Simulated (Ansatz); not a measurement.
Set up this calculation in Ansatz 0.2.0, as the native input.

```
Task                : relaxation of cell and atoms
Functional          : PBEsol
Potentials or basis : all-electron LAPW, scalar-relativistic
Basis error allowed : 0.001 eV/atom
k mesh              : 11 × 11 × 11
Occupations         : fermi-dirac, width 0.05 eV
Spin                : no spin polarisation
Target pressure     : 20 GPa
```

The system is Cu.

```xyz
2
Lattice="1.2185 -3.9764 0.0000 1.2185 3.9764 0.0000 0.0000 0.0000 2.4755" Properties=species:S:1:pos:R:3 pbc="T T T"
Cu    1.2185   -2.9118    1.8566
Cu    1.2185    2.9118    0.6189
```

This isn't the form of Cu at room conditions, which is fcc.

The input as run:

input.yaml

```yaml
crystal:
  lattice:
    - [1.21846369, -3.9763780104, 0.0]
    - [1.21846369, 3.9763780104, 0.0]
    - [0.0, 0.0, 2.4754955235]
  atoms:
    - { symbol: Cu, position: [0.86613335, 0.13386665, 0.75] }
    - { symbol: Cu, position: [0.13386665, 0.86613335, 0.25] }
kpoints:
  mp_grid: { grid: [11, 11, 11] }
scf:
  occupations: { method: fermi_dirac, width: 0.05 }
hamiltonian:
  xc: pbesol
  pseudopotentials: { kind: all_electron, lapw: { basis_error: 0.001 } }
output:
  forces: true
  stress: true
relax:
  f_tol: 0.01
  max_steps: 60
  cell: { p_target: 20.0 }
```

Potentials or basis: all-electron LAPW, scalar-relativistic.

Command:

```console
$ ansatz run input.yaml --threads 1 --pin off --max-ram 3072MiB --backend cpu --events-out ev --progress --plain --runs-dir out
```

Results of the run:

```yaml
Relaxed_volume: 10.72 Å³/atom
Relaxed_cell: a = 4.003 Å, b = 4.003 Å, c = 2.393 Å, α = 90.00°, β = 90.00°, γ = 146.01°
Space_group_after_relaxing_to_0.05_Å: Cmcm (No. 63)
Energy_change_on_relaxing_the_enthalpy_is_what_falls: +64.4 meV/atom
Ionic_steps: 5
Pressure_after_relaxing: 20.0 GPa
```

It took 2.1 min on 1 thread of Arm Neoverse V2, with other jobs on the host, peak memory 0.66 GiB.
